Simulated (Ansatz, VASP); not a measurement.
## HgSe in VASP and in Ansatz

```
Hg Se
1.0
     0.00000    3.06698    3.06698
     3.06698    0.00000    3.06698
     3.06698    3.06698    0.00000
Hg Se
1 1
Direct
  0.00000 0.00000 0.00000
  0.25000 0.25000 0.25000
```

Alike in both runs: functional PBEsol; k mesh 12 × 12 × 12; occupations gaussian, width 0.1 eV; no spin polarisation.

Ansatz relaxed the structure, and its values are those at the end. VASP's run is a single point on that final structure, the one shown.

|  | VASP | Ansatz |
| --- | --- | --- |
| version | VASP 6.6.1 | Ansatz 0.2.0 |
| potentials or method | VASP PAW PBE potentials, release 64 (Hg, Se) | scalar-relativistic, plane waves, PAW |
| plane-wave cutoff (eV) | 520 | 420 |
| valence electrons in the cell | 18 | 36 |

VASP gave:

- gap on the k mesh at the Fermi level (eV): none
- pressure (GPa): 0.3

**Question.** Estimate Ansatz's values.

**Answer.** gap on the k mesh at the Fermi level (eV): none; pressure (GPa): 0.0.

A gap of «none» marks a metal or a gap that the smearing closes. With one functional, cell and mesh, what is left measures potentials, basis and numerics. The two sets of potentials don't hold the same shells in valence.

Caveats: the PAW data sets were made with another functional, which shifts forces and pressure a little (VASP). Spin-orbit coupling is left out, which matters for the levels of Hg.
